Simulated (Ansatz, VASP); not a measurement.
GaP in VASP and in Ansatz

```
Ga P
1.0
     0.00000    2.72525    2.72525
     2.72525    0.00000    2.72525
     2.72525    2.72525    0.00000
Ga P
1 1
Direct
  0.00000 0.00000 0.00000
  0.25000 0.25000 0.25000
```

Alike in both runs: task single point; functional LDA; k mesh 7 × 7 × 7; no spin polarisation.

|  | VASP | Ansatz |
| --- | --- | --- |
| version | VASP 6.6.1 | Ansatz 0.2.0 |
| potentials or method | VASP PAW LDA potentials, release 64 (Ga_d, P) | plane waves, PAW |
| plane-wave cutoff (eV) | 520 | 420 |
| occupations | gaussian, width 0.01 eV | fixed |
| valence electrons in the cell | 18 | 18 |

```tsv
	VASP	Ansatz	Ansatz less VASP
gap on the k mesh at the Fermi level (eV)	1.44	1.44	-0.001
```

Caveats: an odd mesh through Γ misses points on the zone boundary, where band edges often lie. Expect the measured gap to be larger: semilocal functionals such as LDA lack the derivative discontinuity.
